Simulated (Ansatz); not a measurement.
**NiSb: do energies and stresses tell the same story?**

All numbers below come from DFT PBE, scalar-relativistic, plane waves, PAW (Ansatz 0.2.0).

Settings: cutoff 420 eV, Γ-centred mesh 12×12×8 on the computed 4-atom cell, Gaussian smearing of 0.10 eV; no spin polarisation.

Relaxed cell: P6_3/mmc, a = 3.976 Å, b = 3.976 Å, c = 5.157 Å, α = 90.00°, β = 90.00°, γ = 120.00°, 4 atoms in the primitive cell. Whether it is the stable form of this composition wasn't checked.

Energies at zero smearing and pressures from the stress tensor, at volumes with shape and atoms relaxed:
| V (Å³/atom) | E − E(first) (meV/atom) | P (GPa) |
| --- | --- | --- |
| 15.529 | 0.00 | 19.71 |
| 16.059 | -54.45 | 13.40 |
| 16.588 | -89.78 | 8.11 |
| 17.118 | -109.03 | 3.68 |
| 17.647 | -114.82 | -0.01 |
| 18.177 | -109.40 | -3.09 |
| 18.706 | -94.64 | -5.65 |
| 19.412 | -63.20 | -8.40 |

Problem. Check P = −dE/dV between neighbouring volumes, and get the bulk modulus from the pressures alone.

Solution. With 1 eV/Å³ = 160.2 GPa:
```json
{"middle V (Å³/atom)": "15.794", "−ΔE/ΔV (GPa)": "16.479", "mean P (GPa)": "16.556"}
{"middle V (Å³/atom)": "16.324", "−ΔE/ΔV (GPa)": "10.693", "mean P (GPa)": "10.757"}
{"middle V (Å³/atom)": "16.853", "−ΔE/ΔV (GPa)": "5.823", "mean P (GPa)": "5.897"}
{"middle V (Å³/atom)": "17.382", "−ΔE/ΔV (GPa)": "1.754", "mean P (GPa)": "1.834"}
{"middle V (Å³/atom)": "17.912", "−ΔE/ΔV (GPa)": "-1.640", "mean P (GPa)": "-1.554"}
{"middle V (Å³/atom)": "18.441", "−ΔE/ΔV (GPa)": "-4.466", "mean P (GPa)": "-4.373"}
{"middle V (Å³/atom)": "19.059", "−ΔE/ΔV (GPa)": "-7.137", "mean P (GPa)": "-7.027"}
```

The two differ by 0.11 GPa at most. The mean of two end pressures misses the average over a step by about ΔV² P″/12, up to 0.09 GPa here; with that taken off 0.05 GPa remains. The stress is the derivative of the free energy, not of the energy at zero smearing, and with free energies 0.00 GPa remains. Around V = 17.647 Å³/atom, the two neighbours give B = −V ΔP/ΔV = 17.647 × 6.78 / 1.059 = 113.0 GPa, against B0 = 112.7 GPa from the Birch–Murnaghan fit of the energies.

Spin-orbit coupling is left out, which matters for the bands of heavy elements.

A ferromagnetic start lost its moments in a first run, so spin was left out; other magnetic orders weren't tried.